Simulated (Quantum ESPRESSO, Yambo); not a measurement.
# AlAs (F-43m): Bethe-Salpeter spectra with Yambo, part 3 of 4

How far does the k mesh set the exciton binding of AlAs (F-43m)?

Quantum ESPRESSO 7.5 and Yambo 5.3.0; PBE and many-body steps on it, plane waves. Known limits of the many-body steps: not at the basis limit; no spin-orbit coupling; coarse k mesh; bindings not settled in the k mesh.

So far. Step 8 (Triplet (no exchange term)): The lowest triplet lies at 2.615 eV; without spin-orbit coupling triplets are dark, so no spectrum is read. Step 9 (Empty states on the mesh, 6×6×6 mesh, 23 bands): On this mesh the gap is 1.438 eV.

**11. k mesh (6×6×6)**

This step: Bethe-Salpeter equation on PBE with a scissors shift, plane waves, norm-conserving pseudopotentials.

Input file bse6.in:

```
optics
bss
bse
em1s
dipoles
rim_cut
RandQpts= 1000000
RandGvec= 1 RL
Chimod= "HARTREE"
BSKmod= "SEX"
BSEmod= "resonant"
BSSmod= "d"
BSENGexx= 20 Ry
BSENGBlk= 4 Ry
% BSEQptR
 1 | 1 |
%
% BSEBands
 11 | 17 |
%
% BEnRange
 0 | 5 | eV
%
% BDmRange
 0.1 | 0.1 | eV
%
BEnSteps= 101
% BLongDir
 1 | 0 | 0 |
%
% BndsRnXs
 10 | 23 |
%
NGsBlkXs= 4 Ry
% LongDrXs
 1 | 1 | 1 |
%
% KfnQP_E
 0.771 | 1.0 | 1.0 |
%
WRbsWF
FFTGvecs= 45 Ry
```

Started as:

```
$ OMP_NUM_THREADS=1 mpirun -n 4 yambo -F bse6.in -J bse6 -C bse6 > bse6.log
```

Output:

```text
 Yambo, version 5.3.0

 [02] CORE Variables Setup
 =========================

  [... cell, symmetries and grids as in the set-up ...]

  [02.05] Energies & Occupations
  ==============================

  [X] === General ===
  [X] Electronic Temperature                        :  0.000000  0.000000 [eV K]
  [X] Bosonic    Temperature                        :  0.000000  0.000000 [eV K]
  [X] Finite Temperature mode                       : no
  [X] El. density                                   :  0.57332E+24 [cm-3]
  [X] Fermi Level                                   :  6.999087 [eV]

  [X] === Gaps and Widths ===
  [X] Conduction Band Min                           :  1.438227 [eV]
  [X] Valence Band Max                              :  0.000000 [eV]
  [X] Filled Bands                                  :  13
  [X] Empty Bands                                   :  14  23
  [X] Direct Gap                                    :  2.050203 [eV]
  [X] Direct Gap localized at k                     :  1
  [X] Indirect Gap                                  :  1.438227 [eV]
  [X] Indirect Gap between kpts                     :   1  13
  [X] Last valence band width                       :  2.687671 [eV]
  [X] 1st conduction band width                     :  2.499661 [eV]

 [03] Transferred momenta grid and indexing
 ==========================================

 [BZ sampling] Q-grid is User defined and/or read from the database

 IBZ Q-points                                      :  16
 BZ  Q-points                                      :  216

 K/Q-points units:
 rlu = crystal or reduced units; cc = cartesian coordinates; iku = interal k-units

 Q [ 1]         [rlu]:  0.000000  0.000000  0.000000
 Q [ 2]         [rlu]: -0.79762E-17  0.59016E-17  0.16667
[...]
Global Gauge                                     : length
  X matrix size                                    :   59
  X band range                                     :  10  23
  X e/h energy range                               : -1.000000 -1.000000 [eV]
  X Time ordering                                  : T
  X Hxc Kernel                                     : HARTREE
  X Drude frequency                                :  0.000000  0.000000
  X poles                                          :  100.0000 [o/o]
  RL vectors in the sum                            :  1591
  [r,Vnl] included                                 : yes
  Field direction                                  :  0.577350E-5  0.577350E-5  0.577350E-5
  BZ energy Double Grid                            : no
  BZ energy DbGd points                            : 0
  BZ Q point size factor                           : -1.000000
  X Optical Averaged directions                    : none

 [08] Bethe Salpeter Equation driver
 ===================================

  [08.01] Bethe Salpeter Equation @q1
  ===================================

   [08.01.01] Transition pre-analysis @q1
   ======================================

   [08.01.02] Transition Groups build-up @q1
   =========================================

   [BSK] Transition groups (total):   32
   [BSK] Size (resonant):  2592
   [BSK]         (total):  2592
   [BSK] N. of matrices :  1

   [08.01.03] Loading Dipoles @q1
   ==============================

   [08.01.04] Independent Particles properties @q1
   ===============================================

   ==========================================================

   [BSE] Exchange components :   531
   [BSE] Correlation components :   59  259

    [08.01.05.01] Screened interaction header I/O
    =============================================

    [08.01.05.02] Main kernel loop
    ==============================

    [08.01.05.03] Wave-Function Phases
    ==================================

    [BSE] WF phases found       :  44.95908 [o/o]

   [08.01.06] BSE solver(s) @q1
   ============================

   [08.01.07] Diago Solver @q1
   ===========================

 [11] Game Over & Game summary
```

Run time: 70 s. Hardware: 4 MPI ranks of Arm Neoverse V1, shared host; peak memory 1.7 GiB; 4.6 min of CPU time.

This step gave:

```
transitions in the window                                      : 2592
direct gap of the transition levels                            : 2.821 eV
lowest state                                                   : 2.656 eV
first strong exciton (over a fiftieth of the strongest listed) : 2.656 eV
binding of the lowest state below the direct gap               : 0.1649 eV
Coulomb term of one mesh cell                                  : 0.1888 eV
```

The binding is 0.87 times the screened Coulomb term of one mesh cell (0.19 eV), so it is not shown settled.

The lowest state lies at 2.656 eV, 0.165 eV under the direct gap.

**12. Triplet (no exchange term)**

bse7.in, as its differences from bse6.in of step 11:

```diff
@@ -12,3 +12,3 @@
 BSSmod= "d"
-BSENGexx= 20 Ry
+BSENGexx= 1 RL
 BSENGBlk= 4 Ry
```

Started as:

```
$ OMP_NUM_THREADS=1 mpirun -n 4 yambo -F bse7.in -J bse7,bse6_W -C bse7 > bse7.log
```

Output:

```text
 Yambo, version 5.3.0

 [02] CORE Variables Setup
 =========================

  [... cell, symmetries and grids as in the set-up ...]

  [02.05] Energies & Occupations
  ==============================

  [X] === General ===
  [X] Electronic Temperature                        :  0.000000  0.000000 [eV K]
  [X] Bosonic    Temperature                        :  0.000000  0.000000 [eV K]
  [X] Finite Temperature mode                       : no
  [X] El. density                                   :  0.57332E+24 [cm-3]
[...]
[06] Dipoles
 ============

  [06.01] Setup: observables and procedures
  =========================================

  [WARNING] [r,Vnl^pseudo] included in position and velocity dipoles.

  [WARNING] In case H contains other non local terms, these are neglected

 [07] Static Dielectric Matrix
 =============================

    [08.01.05.02] Main kernel loop
    ==============================

    [08.01.05.03] Wave-Function Phases
    ==================================

    [BSE] WF phases found       :  44.95908 [o/o]

   [08.01.06] BSE solver(s) @q1
   ============================

   [08.01.07] Diago Solver @q1
   ===========================

 [11] Game Over & Game summary
```

Wall time 63 s (4 MPI ranks); peak memory 1.6 GiB.

The lowest triplet lies at 2.648 eV; without spin-orbit coupling triplets are dark, so no spectrum is read.

**13. Empty states on the mesh, 8×8×8 mesh, 23 bands**

This step: Quantum ESPRESSO 7.5; DFT, PBE, plane waves, norm-conserving pseudopotentials.

Input file pw.in:

```
&control
  calculation = 'nscf'
  prefix = 'x'
  outdir = 'o'
  pseudo_dir = 'pseudo'
/
&system
  ibrav = 0
  nat = 2
  ntyp = 2
  ecutwfc = 100.0
  nbnd = 23
  force_symmorphic = .true.
/
&electrons
  conv_thr = 1e-9
  electron_maxstep = 80
  diago_full_acc = .true.
  diago_thr_init = 5e-6
/
ATOMIC_SPECIES
  Al 26.982 Al.upf
  As 74.922 As.upf
CELL_PARAMETERS angstrom
  0.0000000000 2.8304000000 2.8304000000
  2.8304000000 0.0000000000 2.8304000000
  2.8304000000 2.8304000000 -0.0000000000
ATOMIC_POSITIONS crystal
  Al 0.0000000000 0.0000000000 0.0000000000
  As 0.2500000000 0.2500000000 0.2500000000
K_POINTS automatic
  8 8 8 0 0 0
```

Started as:

```
$ OMP_NUM_THREADS=1 mpirun -n 4 pw.x -nk 4 -in pw.in > pw.out
```

Output:

```text
[banner, memory and clock lines left out]
Program PWSCF v.7.5 starts

     Atomic positions and unit cell read from directory:
     o/x.save/

     Message from routine setup:
     using ibrav=0 with symmetry is DISCOURAGED, use correct ibrav instead

     G-vector sticks info

     bravais-lattice index     =            0
     lattice parameter (alat)  =       7.5642  a.u.
     unit-cell volume          =     306.0343 (a.u.)^3
     number of atoms/cell      =            2
     number of atomic types    =            2
     number of electrons       =        26.00
[...]
-27.3771  -4.7178   5.5728   6.8380   6.8380   9.7936  11.5731  11.5731
    11.6996  15.4340  15.4340  16.6038  17.9191  19.7345  19.7345

          k = 0.1768 0.1768-0.1768 (  5168 PWs)   bands (ev):

  -176.9881-120.3709-120.3709-120.3709 -27.3876 -27.3873 -27.3873 -27.3771
   -27.3771  -4.2941   3.6148   6.5201   6.5201   9.6156  11.9149  11.9149
    13.4541  15.3294  15.3294  16.4134  19.3958  22.0710  22.0711

          k = 0.2652 0.2652-0.2652 (  5168 PWs)   bands (ev):

     [... further k-points ...]

     highest occupied, lowest unoccupied level (ev):     6.9991    8.4373

     XML data file, pseudopotentials, collected wavefunctions
```

Elapsed: 6.2 s, on 4 MPI ranks; peak memory 0.29 GiB; 25 s of CPU time.

This step gave:

```
gap                                                           : 1.438 eV
k of the valence top                                          : 0, 0, 0
k of the conduction bottom                                    : 0, -0.5, -0.5
least direct gap                                              : 2.050 eV
k points computed                                             : 29
lowest point of the top converged band, above the valence top : 11.45 eV
```

On this mesh the gap is 1.438 eV.

**14. Conversion and set-up**

This step: Yambo 5.3.0; conversion and set-up on PBE, plane waves, norm-conserving pseudopotentials.

Started as:

```
$ (cd o/x.save; p2y > p2y.log; mv SAVE ../..); yambo > setup.log
```

Output:

```text
 Yambo, version 5.3.0

 [02] CORE Variables Setup
 =========================

  [02.01] Unit cells
  ==================

  Cell kind             :  FCC
  Atoms in the cell     :  Al  As
  number of Al atoms    :  1
  number of As atoms    :  1

  List of atomic masses
  Mass of Al    :  26.98200
  Mass of As    :  74.92200

  List of atomic coordinates    : [cc]
  Al1       :  0.000000  0.000000  0.000000  order 1
  As1       :  2.674340  2.674340  2.674340  order 2

  Alat factors          :  5.348681  5.348681  5.348681 [a.u.]
  Direct lattice volume :  306.0343 [a.u.]
[...]
Q [ 1]         [rlu]:  0.000000  0.000000  0.000000
 Q [ 2]         [rlu]:  0.40528E-17  0.40528E-17  0.12500
 Q [ 3]         [rlu]:  0.81056E-17  0.81056E-17  0.25000
[...]
Q [ 8]         [rlu]: -0.33528E-16  0.12500      0.37500
 Q [ 9]         [rlu]: -0.30046E-16  0.12500      0.50000
 Q [10]         [rlu]: -0.63466E-16  0.12500     -0.37500
     [... 17 further rows ...]
 Q [28]         [rlu]:  0.125000 -0.500000 -0.375000
 Q [29]         [rlu]:  0.250000 -0.500000 -0.250000

  [03.01] X indexes
  =================

   [03.01.01] Sigma indexes
   ========================

 [06] Game Over & Game summary
```

The job ended after 3.8 s (1 MPI rank; peak memory 0.27 GiB).

**15. k mesh (8×8×8)**

This step: Bethe-Salpeter equation on PBE with a scissors shift, plane waves, norm-conserving pseudopotentials.

bse9.in, as its differences from bse7.in of step 12:

```diff
@@ -12,3 +12,3 @@
 BSSmod= "d"
-BSENGexx= 1 RL
+BSENGexx= 20 Ry
 BSENGBlk= 4 Ry
@@ -18,3 +18,3 @@
 % BSEBands
- 11 | 17 |
+ 11 | 15 |
 %
```

Started as:

```
$ OMP_NUM_THREADS=1 mpirun -n 4 yambo -F bse9.in -J bse9 -C bse9 > bse9.log
```

Output:

```text
 Yambo, version 5.3.0

 [02] CORE Variables Setup
 =========================

  [... cell, symmetries and grids as in the set-up ...]

  [02.05] Energies & Occupations
  ==============================

  [X] === General ===
  [X] Electronic Temperature                        :  0.000000  0.000000 [eV K]
  [X] Bosonic    Temperature                        :  0.000000  0.000000 [eV K]
  [X] Finite Temperature mode                       : no
  [X] El. density                                   :  0.57332E+24 [cm-3]
[...]
[08.01.04] Independent Particles properties @q1
   ===============================================

   ==========================================================

   [BSE] Exchange components :   531
   [BSE] Correlation components :    59   331

    [08.01.05.01] Screened interaction header I/O
    =============================================

    [08.01.05.02] Main kernel loop
    ==============================

    [08.01.05.03] Wave-Function Phases
    ==================================

    [BSE] WF phases found       :  57.97414 [o/o]

   [08.01.06] BSE solver(s) @q1
   ============================

   [08.01.07] Diago Solver @q1
   ===========================

 [11] Game Over & Game summary
```

Run time: 2 min. Hardware: 4 MPI ranks; peak memory 1.9 GiB; 8 min of CPU time.

This step gave:

* transitions in the window: 3072
* direct gap of the transition levels: 2.821 eV
* lowest state: 2.682 eV
* first strong exciton (over a fiftieth of the strongest listed): 2.682 eV
* binding of the lowest state below the direct gap: 0.1390 eV
* Coulomb term of one mesh cell: 0.1586 eV

The binding is 0.88 times the screened Coulomb term of one mesh cell (0.16 eV), so it is not shown settled.

The lowest state lies at 2.682 eV, 0.139 eV under the direct gap.

The ε₂ has structure finer than the step of the table below, so its rows give means over 0.2 eV, whole bins alone (the curve runs from 0 to 5 eV). Peaks (eV: height): BSE 3.55: 36.5, 4.40: 42.7; no electron-hole interaction 3.75: 19.1, 4.95: 40.1.

Field along x; broadening 0.1 eV; transition window only. Limits: finite bands, cutoff and mesh; no spin-orbit coupling; exciton not shown settled in the k mesh. ε₂ against photon energy; means over each step:

| photon energy (eV) | BSE | no electron-hole interaction |
| --- | --- | --- |
| 0.2 | 0.103 | 0.0785 |
| 0.4 | 0.114 | 0.0862 |
| 0.6 | 0.128 | 0.0952 |
| 0.8 | 0.145 | 0.106 |
| 1.0 | 0.166 | 0.118 |
| 1.2 | 0.191 | 0.134 |
| 1.4 | 0.224 | 0.152 |
| 1.6 | 0.268 | 0.176 |
| 1.8 | 0.330 | 0.208 |
| 2.0 | 0.423 | 0.251 |
| 2.2 | 0.591 | 0.319 |
| 2.4 | 1.03 | 0.448 |
| 2.6 | 3.13 | 0.870 |
| 2.8 | 2.97 | 2.37 |
| 3.0 | 2.20 | 1.40 |
| 3.2 | 4.15 | 1.27 |
| 3.4 | 16.5 | 2.25 |
| 3.6 | 27.4 | 7.82 |
| 3.8 | 10.4 | 16.6 |
| 4.0 | 9.91 | 7.01 |
| 4.2 | 29.0 | 5.57 |
| 4.4 | 39.4 | 12.4 |
| 4.6 | 25.3 | 24.9 |
| 4.8 | 15.9 | 32.5 |

The window of bands is narrower than in the first exciton run, so this row is not like for like with it.

The program warns that the window of bands cuts a degenerate level, which breaks the symmetry of states and spectrum.

**16. Triplet (no exchange term)**

bse10.in, as its differences from bse9.in of step 15:

```diff
@@ -12,3 +12,3 @@
 BSSmod= "d"
-BSENGexx= 20 Ry
+BSENGexx= 1 RL
 BSENGBlk= 4 Ry
```

Started as:

```
$ OMP_NUM_THREADS=1 mpirun -n 4 yambo -F bse10.in -J bse10,bse9_W -C bse10 > bse10.log
```

Output:

```text
 Yambo, version 5.3.0

 [02] CORE Variables Setup
 =========================

  [... cell, symmetries and grids as in the set-up ...]

  [02.05] Energies & Occupations
  ==============================

  [X] === General ===
  [X] Electronic Temperature                        :  0.000000  0.000000 [eV K]
  [X] Bosonic    Temperature                        :  0.000000  0.000000 [eV K]
  [X] Finite Temperature mode                       : no
  [X] El. density                                   :  0.57332E+24 [cm-3]
[...]
[06] Dipoles
 ============

  [06.01] Setup: observables and procedures
  =========================================

  [WARNING] [r,Vnl^pseudo] included in position and velocity dipoles.

  [WARNING] In case H contains other non local terms, these are neglected

 [07] Static Dielectric Matrix
 =============================

    [08.01.05.02] Main kernel loop
    ==============================

    [08.01.05.03] Wave-Function Phases
    ==================================

    [BSE] WF phases found       :  57.97414 [o/o]

   [08.01.06] BSE solver(s) @q1
   ============================

   [08.01.07] Diago Solver @q1
   ===========================

 [11] Game Over & Game summary
```

Run time: 99 s. Hardware: 4 MPI ranks; peak memory 1.9 GiB; 6.6 min of CPU time.

The lowest triplet lies at 2.678 eV; without spin-orbit coupling triplets are dark, so no spectrum is read.

The program warns that the window of bands cuts a degenerate level, which breaks the symmetry of states and spectrum.

**17. Empty states on the mesh, 10×10×10 mesh, 23 bands**

This step: Quantum ESPRESSO 7.5; DFT, PBE, plane waves, norm-conserving pseudopotentials.

pw.in: that of step 13 with these lines changed.

```diff
@@ -31,2 +31,2 @@
 K_POINTS automatic
-  8 8 8 0 0 0
+  10 10 10 0 0 0
```

Started as:

```
$ OMP_NUM_THREADS=1 mpirun -n 4 pw.x -nk 4 -in pw.in > pw.out
```

Output:

```text
[banner, memory and clock lines left out]
Program PWSCF v.7.5 starts

     Atomic positions and unit cell read from directory:
     o/x.save/

     Message from routine setup:
     using ibrav=0 with symmetry is DISCOURAGED, use correct ibrav instead

     G-vector sticks info

     bravais-lattice index     =            0
     lattice parameter (alat)  =       7.5642  a.u.
     unit-cell volume          =     306.0343 (a.u.)^3
     number of atoms/cell      =            2
     number of atomic types    =            2
     number of electrons       =        26.00
[...]
-27.3771  -4.7722   5.9661   6.8915   6.8915   9.6860  11.4827  11.4827
    11.4979  15.5825  15.5825  16.3984  18.0225  19.3383  19.3384

          k = 0.1414 0.1414-0.1414 (  5138 PWs)   bands (ev):

  -176.9881-120.3709-120.3709-120.3709 -27.3876 -27.3874 -27.3874 -27.3771
   -27.3771  -4.4904   4.3741   6.6491   6.6491   9.7614  11.8308  11.8308
    12.6828  15.2045  15.2045  16.6534  18.4840  21.1054  21.1054

          k = 0.2121 0.2121-0.2121 (  5156 PWs)   bands (ev):

     [... further k-points ...]

     highest occupied, lowest unoccupied level (ev):     6.9991    8.4373

     XML data file, pseudopotentials, collected wavefunctions
```

Elapsed: 8.6 s, on 4 MPI ranks; peak memory 0.3 GiB.

Numbers from this step:

```yaml
gap: 1.438 eV
k_of_the_valence_top: 0, 0, 0
k_of_the_conduction_bottom: 0, -0.5, -0.5
least_direct_gap: 2.050 eV
k_points_computed: 47
lowest_point_of_the_top_converged_band_above_the_valence_top: 11.45 eV
```

On this mesh the gap is 1.438 eV.

**18. Conversion and set-up**

This step: Yambo 5.3.0; conversion and set-up on PBE, plane waves, norm-conserving pseudopotentials.

Started as:

```
$ (cd o/x.save; p2y > p2y.log; mv SAVE ../..); yambo > setup.log
```

Output:

```text
 Yambo, version 5.3.0

 [02] CORE Variables Setup
 =========================

  [02.01] Unit cells
  ==================

  Cell kind             :  FCC
  Atoms in the cell     :  Al  As
  number of Al atoms    :  1
  number of As atoms    :  1

  List of atomic masses
  Mass of Al    :  26.98200
  Mass of As    :  74.92200

  List of atomic coordinates    : [cc]
  Al1       :  0.000000  0.000000  0.000000  order 1
  As1       :  2.674340  2.674340  2.674340  order 2

  Alat factors          :  5.348681  5.348681  5.348681 [a.u.]
  Direct lattice volume :  306.0343 [a.u.]
[...]
Q [ 1]         [rlu]:  0.000000  0.000000  0.000000
 Q [ 2]         [rlu]: -0.40524E-17  0.28865E-17  0.10000
 Q [ 3]         [rlu]: -0.41918E-18 -0.41918E-18  0.20000
[...]
Q [ 8]         [rlu]: -0.14087E-16  0.10000      0.20000
 Q [ 9]         [rlu]: -0.14297E-16  0.10000      0.30000
 Q [10]         [rlu]: -0.13755E-17  0.10000      0.40000
     [... 35 further rows ...]
 Q [46]         [rlu]:  0.200000  0.400000 -0.300000
 Q [47]         [rlu]:  0.200000 -0.500000 -0.300000

  [03.01] X indexes
  =================

   [03.01.01] Sigma indexes
   ========================

 [06] Game Over & Game summary
```

Wall time 4.7 s (1 MPI rank); peak memory 0.28 GiB.

(Part 3 of 4 ends here.)

[Paths, hosts, dates, memory and timing lines, banners, echoed tables and standing remarks are left out of the program output.]

[Logs are printed without paths, hosts, clocks, repeated set-up lines and the standing remarks that a program may print on its own settings, such as how far it seeks lower states.]

[Runs of the session that timed out or met a known fault of the program may be left out.]

[Hosts, paths, dates, database ids (printed as entryN), source tags and the programs' standing remarks are cut or masked in the printed files.]
